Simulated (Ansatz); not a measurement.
Au under changes of volume

One of the cells (18.207 Å³/atom); the others are scaled copies at fixed shape and fractional positions:

```
CELL_PARAMETERS angstrom
-1.65727 1.65727 1.65727
1.65727 -1.65727 1.65727
1.65727 1.65727 -1.65727
ATOMIC_POSITIONS crystal
Au 0.00000 0.00000 0.00000
```

This isn't the form of Au at room conditions, which is fcc.

```yaml
Program: Ansatz 0.2.0
Functional: LDA
Potentials_or_basis: all-electron LAPW, scalar-relativistic
Cutoff: 251 eV (chosen from the basis error)
Basis_error_allowed: 0.001 eV/atom
k_mesh: 11 × 11 × 11
Occupations: fermi-dirac, width 0.05 eV
Spin: no spin polarisation
```

```tsv
volume (Å³/atom)	energy over the lowest point (meV/atom)	pressure (GPa)
17.115	0.00	-4.9
17.479	14.94	-8.0
17.843	36.41	-10.7
18.207	?	?
18.571	95.41	-15.0
18.935	131.52	-16.8
19.299	171.24	-18.2
```

Problem. What does the run at 18.207 Å³/atom give?

Solution. Energy over the lowest point 63.49 meV/atom; pressure -13.1 GPa.

Worked out: A Birch-Murnaghan fit of order 3 (a polynomial in V^(-2/3)) to the other rows has its minimum at 16.61 Å³/atom, just outside them, with B0 = V·E''(V) = 183 GPa and B' = 5.5. It gives 63.48 meV/atom at 18.207 Å³/atom, against the run's 63.49, and -dE/dV = -13.0 GPa, against -13.1.

Energies are extrapolated to zero smearing.
